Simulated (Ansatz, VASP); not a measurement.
# One calculation of HfN, two programs

INCAR

```
PREC = Accurate
ENCUT = 520
EDIFF = 1E-7
ISMEAR = -1
SIGMA = 0.05
LREAL = False
LASPH = True
NELM = 60
ALGO = Normal
ISIF = 2
LWAVE = False
LCHARG = False
GGA = PE
NBANDS = 14
```

The input KPOINTS:

```
regular mesh
0
Gamma
  16 16 16
```

The input POSCAR:

```
HfN
1.0
    0.0000000000      2.2708000307      2.2708000307
    2.2708000307      0.0000000000      2.2708000307
    2.2708000307      2.2708000307      0.0000000000
Hf N
1 1
Direct
    0.0000000000      0.0000000000      0.0000000000
    0.5000000000      0.5000000000      0.5000000000
```

Input for Ansatz:

```yaml
crystal:
  lattice:
    - [0.0, 2.2708000307, 2.2708000307]
    - [2.2708000307, 0.0, 2.2708000307]
    - [2.2708000307, 2.2708000307, 0.0]
  atoms:
    - { symbol: Hf, position: [0.0, 0.0, 0.0] }
    - { symbol: "N", position: [0.5, 0.5, 0.5] }
kpoints:
  mp_grid: { grid: [16, 16, 16] }
scf:
  occupations: { method: fermi_dirac, width: 0.05 }
hamiltonian:
  xc: pbe
  pseudopotentials: { kind: all_electron, lapw: { basis_error: 0.0005 } }
output:
  forces: true
  stress: true
  eigenvalues: true
```

Change from the starting cell: volume scaled by 1.02.

Alike in both runs: task single point; functional PBE; k mesh 16 × 16 × 16; occupations fermi-dirac, width 0.05 eV; no spin polarisation.

|  | VASP | Ansatz |
| --- | --- | --- |
| version | VASP 6.6.1 | Ansatz 0.2.0 |
| potentials or method | VASP PAW PBE potentials, release 64 (Hf_pv, N) | all-electron LAPW, scalar-relativistic |
| plane-wave cutoff (eV) | 520 | see its input |

|  | VASP | Ansatz | Ansatz less VASP |
| --- | --- | --- | --- |
| pressure (GPa) | -1.3 | 1.1 | +2.41 |

Ansatz ran all-electron here, so the differences hold the error of VASP's frozen core and of both bases.

Spin-orbit coupling is left out, which matters for the levels of Hf.
